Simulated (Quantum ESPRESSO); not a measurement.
## LiH (Fm-3m): the LO frequency by hand

Wanted: the LO mode of LiH (Fm-3m) from the TO mode and the field response.

Program: Quantum ESPRESSO 7.5. Level of theory: DFT LDA, scalar-relativistic, plane waves, PseudoDojo norm-conserving pseudopotentials. Results are calculated unless marked as measured.

The database entry behind the starting cell differs from later determinations by our own check (the deuteride, about 0.2 % short), so it need not match the best structure at ambient conditions.

## Step 1: Set-up

Symmetry: Fm-3m, No. 225, cubic system. The conventional cell has a = 3.910 Å, b = 3.910 Å, c = 3.910 Å, α = 90.00°, β = 90.00°, γ = 90.00°. Li has 6 H at 1.95 Å nearest. H has 6 Li at 1.95 Å nearest. Farther neighbours are not listed.

Coordinates:

```
Li H
1.0
     0.00000    1.95481    1.95481
     1.95481    0.00000    1.95481
     1.95481    1.95481    0.00000
Li H
1 1
Cartesian
  0.0000 0.0000 0.0000
  1.9548 1.9548 1.9548
```

This is the cell after its relaxation at this level of theory, not the database cell from which that began.

## Step 2: What the response run gave

A linear-response run on the relaxed cell, with the response to an electric field; only its zone-centre results are used. Cutoff 74 Ry, k mesh 8×8×8.

The log of the run:

```text
[banners, grids, parts of the stress and lines that vanish by symmetry left out]
Program PHONON v.7.5
     Reading xml data from directory:

[...]
Exchange-correlation= PW
                           (   1   4   0   0   0   0   0)
[...]
kinetic-energy cut-off    =      74.0000  Ry
     charge density cut-off    =     296.0000  Ry
     convergence threshold     =      1.0E-18
[...]
Exchange-correlation= PW
                           (   1   4   0   0   0   0   0)
[...]
q = (   0.0000000   0.0000000   0.0000000 )
     49 Sym.Ops. (with q -> -q+G )
     G cutoff =  204.6295  (   8657 G-vectors)     FFT grid: ( 30, 30, 30)
     number of k points=    29
[...]
Mode symmetry, O_h (m-3m)  point group:
[...]
Dielectric constant
[...]
End of electric fields calculation
          Dielectric constant in cartesian axis
          (       5.195883145       0.000000000       0.000000000 )
          (       0.000000000       5.195883145       0.000000000 )
          (       0.000000000       0.000000000       5.195883145 )
          Effective charges (d Force / dE) in cartesian axis without acoustic sum rule applied (asr)
           atom    1  Li    Mean Z*:        1.03568
      Ex  (        1.03568       -0.00000       -0.00000 )
      Ey  (       -0.00000        1.03568        0.00000 )
      Ez  (       -0.00000        0.00000        1.03568 )
           atom    2  H     Mean Z*:       -1.04531
      Ex  (       -1.04531       -0.00000       -0.00000 )
      Ey  (       -0.00000       -1.04531       -0.00000 )
      Ez  (       -0.00000       -0.00000       -1.04531 )
          Effective charges Sum: Mean:       -0.00963
[...]
Effective charges (d Force / dE) in cartesian axis with asr applied:
           atom    1  Li    Mean Z*:        1.04050
[...]
atom    2  H     Mean Z*:       -1.04050
[...]
Representation #   1 modes #   1   2   3
[...]
End of self-consistent calculation
     Convergence has been achieved
     Representation #   2 modes #   4   5   6
[...]
End of self-consistent calculation
     Convergence has been achieved
[...]
Dielectric constant in cartesian axis
          (       5.195883145       0.000000000       0.000000000 )
          (       0.000000000       5.195883145       0.000000000 )
          (       0.000000000       0.000000000       5.195883145 )
          Effective charges (d Force / dE) in cartesian axis without acoustic sum rule applied (asr)
           atom    1  Li    Mean Z*:        1.03568
      Ex  (        1.03568       -0.00000       -0.00000 )
      Ey  (       -0.00000        1.03568        0.00000 )
      Ez  (       -0.00000        0.00000        1.03568 )
           atom    2  H     Mean Z*:       -1.04531
      Ex  (       -1.04531       -0.00000       -0.00000 )
      Ey  (       -0.00000       -1.04531       -0.00000 )
      Ez  (       -0.00000       -0.00000       -1.04531 )
          Effective charges Sum: Mean:       -0.00963
[...]
Effective charges (d Force / dE) in cartesian axis with asr applied:
           atom    1  Li    Mean Z*:        1.04050
[...]
atom    2  H     Mean Z*:       -1.04050
[...]
q = (    0.000000000   0.000000000   0.000000000 )
[...]
freq (    1) =       0.027238 [THz] =       0.908562 [cm-1]
     freq (    2) =       0.027238 [THz] =       0.908562 [cm-1]
     freq (    3) =       0.027238 [THz] =       0.908562 [cm-1]
     freq (    4) =      19.367512 [THz] =     646.030674 [cm-1]
     freq (    5) =      19.367512 [THz] =     646.030674 [cm-1]
     freq (    6) =      19.367512 [THz] =     646.030674 [cm-1]
[...]
Mode symmetry, O_h (m-3m)  point group:
     freq (   1-   3) =          0.9  [cm-1]   --> T_1u G_15  G_4- I
     freq (   4-   6) =        646.0  [cm-1]   --> T_1u G_15  G_4- I

   JOB DONE.
```

```csv
quantity,value
cell volume Ω (Å³),14.940
mass of Li (u),6.940
mass of H (u),1.008
"Born charge of Li, raw (e)",1.036
"Born charge of H, raw (e)",-1.045
ε∞,5.196
ω(TO) after the sum rule (cm⁻¹),646.0
```

## Step 3: The calculation

The charges must sum to zero over the cell; taking off their mean, -0.005 e, leaves Z* = 1.040 e on Li. In the polar mode Li moves against H, so the reduced mass is μ = 6.94 × 1.01 / 7.95 = 0.880 u.

A longitudinal wave builds up a field that adds to the restoring force: ω(LO)² = ω(TO)² + 4π Z*² / (μ Ω ε∞), in Hartree atomic units. With μ = 1604 electron masses and Ω = 100.82 bohr³ the second term is 1.6187e-05 Ha², or 779723 cm⁻² (1 Ha = 219474.6 cm⁻¹).

So ω(LO) = √(417368 + 779723) = 1094.1 cm⁻¹, and by the Lyddane-Sachs-Teller relation ε₀ = ε∞ (ω(LO)/ω(TO))² = 14.90.

## Step 4: Check against the program

The analysis program adds the same non-analytic term to the full matrix, here for q along (1 0 0).

The log of the run:

```text
[banner, memory and clock lines left out]
Program DYNMAT v.7.5

     Reading Dynamical Matrix from file g.dyn
     ...Force constants read
     ...epsilon and Z* read

     Polarizability (A^3 units)
     multiply by 0.416905 for Clausius-Mossotti correction
         4.988344    0.000000    0.000000
         0.000000    4.988344    0.000000
         0.000000    0.000000    4.988344

     IR activities are in (D/A)^2/amu units

# mode   [cm-1]    [THz]      IR
    1     -0.00   -0.0000    0.0000
    2     -0.00   -0.0000    0.0000
    3     -0.00   -0.0000    0.0000
    4    646.04   19.3677   28.3784
    5    646.04   19.3677   28.3784
    6   1094.11   32.8007   28.3784
```

ε₀ comes from the program's run without a direction of q.

```csv
quantity,by hand,program
ω(LO) (cm⁻¹),1094.1,1094.1
ε₀,14.90,14.90
```

## Step 5: Outcome

```yaml
to_mode: 646.0 cm⁻¹
lo_mode: 1094 cm⁻¹
static_dielectric_constant: 14.90
```

The LO mode of LiH (Fm-3m) lies at 1094 cm⁻¹, 448 cm⁻¹ above the TO mode; the formula meets the program within 0.1 cm⁻¹, as it must for a cubic crystal with one polar mode. ω(LO)² − ω(TO)² goes with Z*²/ε∞: an error of 5 % in ε∞ would move the LO mode by 17.1 cm⁻¹, and semilocal functionals tend to overestimate ε∞. These are harmonic values at zero temperature, at the volume of this functional, for the structure held cubic; stability elsewhere in the zone is no part of this calculation.

[Host names and launcher messages were left out of these logs when they were recorded.]

[Logs are printed without paths, hosts, clocks, repeated set-up lines and the standing remarks that a program may print on its own settings, such as how far it seeks lower states.]

[Hosts, paths, dates, database ids (printed as entryN), source tags and the programs' standing remarks are cut or masked in the printed files.]
